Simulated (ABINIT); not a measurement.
# Pb (Fm-3m) in ABINIT: further runs, part 2 of 2

ABINIT 10.8.3 (patched build). The steps go on from the part before.

## 3. Band structure, rPW86PBE

Contents of run.abi:

```
ndtset 2

pp_dirpath "./"
pseudos "Pb.GGA_PBE-JTH_sp.xml"

acell 6.6144323282 6.6144323282 6.6144323282
rprim
     0.0000000000     0.7071067812     0.7071067812
     0.7071067812     0.0000000000     0.7071067812
     0.7071067812     0.7071067812     0.0000000000
ntypat 1
znucl 82
natom 1
typat 1
xred
     0.0000000000     0.0000000000     0.0000000000

ecut 15.0
pawecutdg 30.0

ixc -144130

occopt 3
tsmear 0.05 eV

nstep 100

iomode 3
prtwf 0
prteig 0
prtebands 0
prtden1 1
prtvha1 1
prtvclmb1 1
prtpot1 1

kptopt1 1
ngkpt1 9 9 9
nshiftk1 1
shiftk1 0.0 0.0 0.0
nband1 6
tolvrs1 1.0e-9

iscf2 -2
getden2 1
nband2 10
nbdbuf2 2
tolwfr2 1.0e-12
kptopt2 -9
ndivsm2 8
prteig2 1
kptbounds2
     0.0000000000     0.0000000000     0.0000000000
     0.5000000000     0.0000000000     0.5000000000
     0.5000000000     0.2500000000     0.7500000000
     0.3750000000     0.3750000000     0.7500000000
     0.0000000000     0.0000000000     0.0000000000
     0.5000000000     0.5000000000     0.5000000000
     0.6250000000     0.2500000000     0.6250000000
     0.5000000000     0.2500000000     0.7500000000
     0.5000000000     0.5000000000     0.5000000000
     0.3750000000     0.3750000000     0.7500000000
```

Potentials or basis: JTH PAW PBE v2.0 sp.

The run is started by

```
$ abinit run.abi > log 2>&1
```

run.abo:

```text
.Version 10.8.3 of ABINIT
 DATASET    1 : space group Fm -3 m (#225); Bravais cF (face-center cubic)
================================================================================
 Values of the parameters that define the memory need for DATASET  1.
     intxc =       0    ionmov =       0      iscf =      17    lmnmax =      13
     lnmax =       5     mgfft =      24  mpssoang =       3    mqgrid =    3001
     natom =       1  nloc_mem =       2    nspden =       1   nspinor =       1
    nsppol =       1      nsym =      48    n1xccc =       1    ntypat =       1
    occopt =       3   xclevel =       2
       mpw =         577          nfft =       13824          nkpt =          35
 PAW method is used; the additional fine FFT grid is defined by:
   mgfftf=        36    nfftf =     46656
================================================================================
================================================================================

 DATASET    2 : space group Fm -3 m (#225); Bravais cF (face-center cubic)
================================================================================
 Values of the parameters that define the memory need for DATASET  2.
     intxc =       0    ionmov =       0      iscf =      -2    lmnmax =      13
     lnmax =       5     mgfft =      24  mpssoang =       3    mqgrid =    3001
     natom =       1  nloc_mem =       2    nspden =       1   nspinor =       1
    nsppol =       1      nsym =      48    n1xccc =       1    ntypat =       1
    occopt =       3   xclevel =       2
       mpw =         584          nfft =       13824          nkpt =         139
 PAW method is used; the additional fine FFT grid is defined by:
   mgfftf=        36    nfftf =     46656
================================================================================
================================================================================

--------------------------------------------------------------------------------
------------- Echo of variables that govern the present computation ------------
--------------------------------------------------------------------------------
 -outvars: echo values of preprocessed input variables --------
            acell      6.6144323282E+00  6.6144323282E+00  6.6144323282E+00 Bohr
              amu      2.07200000E+02
             ecut      1.50000000E+01 Hartree
           getden1          0
           getden2          1
             iscf1         17
             iscf2         -2
                       outvar_i_n : Printing only first  50 k-points.
              ixc     -144130
           jdtset        1    2
                       outvar_i_n : Printing only first  50 k-points.
           kptopt1          1
           kptopt2         -9
         kptrlatt        9    0    0      0    9    0      0    0    9
          kptrlen1     5.95298910E+01
          kptrlen2     3.00000000E+01
            natom           1
            nband1          6
            nband2         10
           nbdbuf1          0
           nbdbuf2          2
           ndtset           2
           ndivsm1          0
           ndivsm2          8
            ngfft          24      24      24
          ngfftdg          36      36      36
             nkpt1         35
             nkpt2        139
            nstep         100
             nsym          48
           ntypat           1
           occopt           3
        pawecutdg      3.00000000E+01 Hartree
         pawxcdev           0
        prtebands           0
           prteig1          0
           prteig2          1
           prtpot1          1
           prtpot2          0
         prtvclmb1          1
         prtvclmb2          0
           prtvha1          1
[... 253 lines left out ...]
  3.00E-13  6.08E-13  4.74E-13  7.43E-13  4.72E-13  2.84E-13  7.23E-13  2.58E-13
  6.72E-13  1.05E-07
 -4.1306E-01  2.8672E-01  2.8744E-01  2.8744E-01  3.4831E-01  3.5164E-01
  3.5164E-01  3.8690E-01  3.8751E-01  4.2714E-01
 Non-SCF case, kpt    3 (  0.04348  0.00000  0.04348), residuals and eigenvalues=
  1.84E-13  6.09E-13  4.33E-13  7.99E-13  1.38E-13  2.93E-13  8.75E-13  4.12E-13
  1.32E-12  7.68E-09
[... 668 lines left out ...]
  1.35E-13  2.33E-13  7.80E-14  1.50E-13  1.01E-13  1.90E-13  6.00E-13  5.77E-13
  4.70E-13  3.80E-13
 -2.3977E-01 -6.7698E-02 -1.9174E-02  1.4085E-01  2.5659E-01  3.7731E-01
  3.9431E-01  4.0070E-01  4.0329E-01  4.8064E-01
 Non-SCF case, kpt  138 (  0.38393  0.38393  0.73214), residuals and eigenvalues=
  4.18E-13  4.48E-13  4.14E-13  8.00E-13  1.16E-13  2.73E-13  6.17E-13  3.95E-13
  2.53E-13  4.44E-13
 -2.3555E-01 -6.2767E-02 -2.8342E-02  1.3492E-01  2.5272E-01  3.7093E-01
  3.9718E-01  4.0042E-01  4.0427E-01  4.8216E-01
 Non-SCF case, kpt  139 (  0.37500  0.37500  0.75000), residuals and eigenvalues=
  2.20E-13  3.73E-13  2.52E-13  1.20E-13  2.54E-14  2.01E-13  7.13E-13  9.73E-13
  6.19E-13  3.03E-13
 -2.3292E-01 -6.5198E-02 -2.6006E-02  1.2987E-01  2.4954E-01  3.6372E-01
  3.9898E-01  4.0076E-01  4.0493E-01  4.8277E-01

--- !ResultsGS
iteration_state: {dtset: 2, }
comment   : Summary of ground state results
lattice_vectors:
- [  0.0000000,   4.6771100,   4.6771100, ]
- [  4.6771100,   0.0000000,   4.6771100, ]
- [  4.6771100,   4.6771100,   0.0000000, ]
lattice_lengths: [   6.61443,    6.61443,    6.61443, ]
lattice_angles: [ 60.000,  60.000,  60.000, ] # degrees, (23, 13, 12)
lattice_volume:   2.0462690E+02
convergence: {deltae:  0.000E+00, res2:  0.000E+00, residm:  9.988E-13, diffor:  0.000E+00, }
etotal    :  -3.70416275E+00
entropy   :   0.00000000E+00
fermie    :   1.37165167E-02
cartesian_stress_tensor: null
pressure_GPa: null
xred      :
- [  0.0000E+00,   0.0000E+00,   0.0000E+00, Pb]
cartesian_forces: null
force_length_stats: {min: null, max: null, mean: null, }
...

 Integrated electronic density in atomic spheres:
 ------------------------------------------------
 Atom  Sphere_radius  Integrated_density
    1        2.91365          2.69448972

================================================================================

 ----iterations are completed or convergence reached----

 Mean square residual over all n,k,spin=   40.120E-14; max=  99.884E-14
 reduced coordinates (array xred) for    1 atoms
       0.000000000000      0.000000000000      0.000000000000

 cartesian coordinates (angstrom) at end:
    1      0.00000000000000     0.00000000000000     0.00000000000000
 length scales=  6.614432328200  6.614432328200  6.614432328200 bohr
              =  3.500206848769  3.500206848769  3.500206848769 angstroms
 Eigenvalues (hartree) for nkpt= 139  k points:
 kpt#   1, nband= 10, wtk=  1.00000, kpt=  0.0000  0.0000  0.0000 (reduced coord)
  -0.41350    0.29011    0.29011    0.29011    0.34975    0.34975    0.34975    0.38744
   0.38744    0.42556
 kpt#   2, nband= 10, wtk=  1.00000, kpt=  0.0217  0.0000  0.0217 (reduced coord)
  -0.41306    0.28672    0.28744    0.28744    0.34831    0.35164    0.35164    0.38690
   0.38751    0.42714
 kpt#   3, nband= 10, wtk=  1.00000, kpt=  0.0435  0.0000  0.0435 (reduced coord)
  -0.41173    0.27740    0.28033    0.28033    0.34436    0.35646    0.35646    0.38520
   0.38771    0.43162
 kpt#   4, nband= 10, wtk=  1.00000, kpt=  0.0652  0.0000  0.0652 (reduced coord)
  -0.40951    0.26398    0.27040    0.27040    0.33865    0.36265    0.36265    0.38219
   0.38804    0.43818
 kpt#   5, nband= 10, wtk=  1.00000, kpt=  0.0870  0.0000  0.0870 (reduced coord)
  -0.40640    0.24803    0.25885    0.25885    0.33191    0.36912    0.36912    0.37761
   0.38851    0.44603
 kpt#   6, nband= 10, wtk=  1.00000, kpt=  0.1087  0.0000  0.1087 (reduced coord)
  -0.40241    0.23056    0.24641    0.24641    0.32466    0.37117    0.37529    0.37529
[... 386 lines left out ...]
  -0.25048   -0.08551    0.01692    0.15501    0.26640    0.38678    0.38739    0.39992
   0.40150    0.47418
 kpt# 136, nband= 10, wtk=  1.00000, kpt=  0.4018  0.4018  0.6964 (reduced coord)
  -0.24492   -0.07629   -0.00289    0.14757    0.26115    0.38281    0.39083    0.40108
   0.40188    0.47803
 kpt# 137, nband= 10, wtk=  1.00000, kpt=  0.3929  0.3929  0.7143 (reduced coord)
  -0.23977   -0.06770   -0.01917    0.14085    0.25659    0.37731    0.39431    0.40070
   0.40329    0.48064
 kpt# 138, nband= 10, wtk=  1.00000, kpt=  0.3839  0.3839  0.7321 (reduced coord)
  -0.23555   -0.06277   -0.02834    0.13492    0.25272    0.37093    0.39718    0.40042
   0.40427    0.48216
 kpt# 139, nband= 10, wtk=  1.00000, kpt=  0.3750  0.3750  0.7500 (reduced coord)
  -0.23292   -0.06520   -0.02601    0.12987    0.24954    0.36372    0.39898    0.40076
   0.40493    0.48277

== END DATASET(S) ==============================================================
================================================================================

 -outvars: echo values of variables after computation  --------
            acell      6.6144323282E+00  6.6144323282E+00  6.6144323282E+00 Bohr
           etotal1    -3.7041627478E+00
            fcart1    -0.0000000000E+00 -0.0000000000E+00 -0.0000000000E+00
            rprim      0.0000000000E+00  7.0710678120E-01  7.0710678120E-01
                       7.0710678120E-01  0.0000000000E+00  7.0710678120E-01
                       7.0710678120E-01  7.0710678120E-01  0.0000000000E+00
           strten1    -1.9218054613E-04 -1.9218054613E-04 -1.9218054613E-04
                       0.0000000000E+00  0.0000000000E+00  0.0000000000E+00
 Calculation completed.
```

It took 14 s on 1 thread of Arm Neoverse V2, shared host; peak memory 0.11 GiB.

Results:

| Item | Value |
| --- | --- |
| Free energy | -100.7954 eV |
| Pressure | 5.7 GPa |
| Band gap on the k mesh | none (metal or under the smearing width) |
| Valence electrons inside the program's atomic spheres | Pb 2.69 (radii [1.5418] Å) |

Levels at the corners of the path, in eV from the Fermi level:
```tsv
point	band 1	band 2	band 3	band 4	band 5	band 6	band 7
Γ	-11.63	7.52	7.52	7.52	9.14	9.14	9.14
X	-6.65	-3.12	2.26	2.26	5.49	6.35	10.63
W	-6.51	-1.24	-1.24	0.45	9.68	9.75	9.75
K	-6.71	-2.15	-1.08	3.16	6.42	9.52	10.48
Γ	-11.63	7.52	7.52	7.52	9.14	9.14	9.14
L	-8.10	-4.05	5.75	5.75	8.38	8.84	8.84
U	-6.71	-2.15	-1.08	3.16	6.42	9.52	10.48
W	-6.51	-1.24	-1.24	0.45	9.68	9.75	9.75
L	-8.10	-4.05	5.75	5.75	8.38	8.84	8.84
K	-6.71	-2.15	-1.08	3.16	6.42	9.52	10.48
```

Caveat: the PAW data sets were made with another functional, which shifts forces and pressure a little; spin-orbit coupling is left out, which moves the levels of the heavy elements; this set keeps more shells in the core, which shifts pressures and gaps.

## 4. Equation of state, revPBE+D3(BJ)

Contents of run.abi:

```
# Datasets: one volume each
ndtset 7
getwfk -1
scalecart1 3*0.9795861087
scalecart2 3*0.9864848297
scalecart3 3*0.9932883884
scalecart4 3*1.0000000000
scalecart5 3*1.0066227096
scalecart6 3*1.0131594038
scalecart7 3*1.0196128224

# Pseudopotentials
pp_dirpath "./"
pseudos "Pb.GGA_PBE-JTH.xml"

# Structure
acell 3*1.0
rprim
     0.0000000000     4.6771099530     4.6771099530
     4.6771099530     0.0000000000     4.6771099530
     4.6771099530     4.6771099530     0.0000000000
ntypat 1
znucl 82
natom 1
typat 1
xred
     0.0000000000     0.0000000000     0.0000000000

# Plane-wave basis
ecut 462.593566 eV
pawecutdg 34.0

# k points
kptopt 1
ngkpt 9 9 9
nshiftk 1
shiftk 0.0 0.0 0.0

# Exchange and correlation
ixc 14
vdw_xc 7

# Bands and occupations
nband 11
occopt 3
tsmear 0.00183747

# SCF cycle
nstep 100
tolvrs 1.0e-9

# Output
iomode 3
prtwf 1
prtden 0
prteig 0
prtebands 0
enunit 1
```

Potentials or basis: JTH PAW PBE v2.0.

The run is started by

```
$ abinit run.abi > log 2>&1
```

Run time: 47 s. Hardware: 1 thread of Arm Neoverse V2, shared host; peak memory 0.13 GiB.

It converged, with:

| Property | Result |
| --- | --- |
| Equilibrium volume | 29.96 Å³/atom (rough: see the caveat) |
| Bulk modulus | 50 GPa (rough) |

Energy against volume, from the lowest point:
| volume (Å³/atom) | energy (meV/atom) |
| --- | --- |
| 28.503 | 12.15 |
| 29.110 | 2.90 |
| 29.716 | 0.00 |
| 30.323 | 0.02 |
| 30.929 | 3.50 |
| 31.535 | 10.69 |
| 32.142 | 19.80 |

Caveat: the cutoff is too short for stress, so the log's stress isn't used; pressures at fixed basis lie under the slope of the energies; the fit is doubtful: noisy points or a state that changes with volume; the PAW data sets were made with another functional, which shifts forces and pressure a little. The run has no spin-orbit coupling, so splittings on Pb are missing.

## 5. The runs side by side

```tsv
task	level	potentials or basis	cutoff (eV)	fine-grid cutoff	gap on the mesh (eV)
band structure	SOGGA	JTH PAW PBE v2.0	463	925.187 eV	none
band structure	rPW86PBE	JTH PAW PBE v2.0 sp	408	816.342 eV	none
equation of state	revPBE+D3(BJ)	JTH PAW PBE v2.0	463	925.187 eV	-
```

Alike in all rows: no spin polarisation; cell as given; k mesh 9 × 9 × 9; smearing fermi-dirac 0.05 eV.

Caveats: the PAW data sets were made with another functional, which shifts forces and pressure a little; spin-orbit coupling is left out, which moves the levels of the heavy elements (some runs); this set keeps more shells in the core, which shifts pressures and gaps (some runs); pressures at fixed basis lie under the slope of the energies (some runs); the fit is doubtful: noisy points or a state that changes with volume (some runs).

Absolute energies hang on the potentials; compare differences alone.
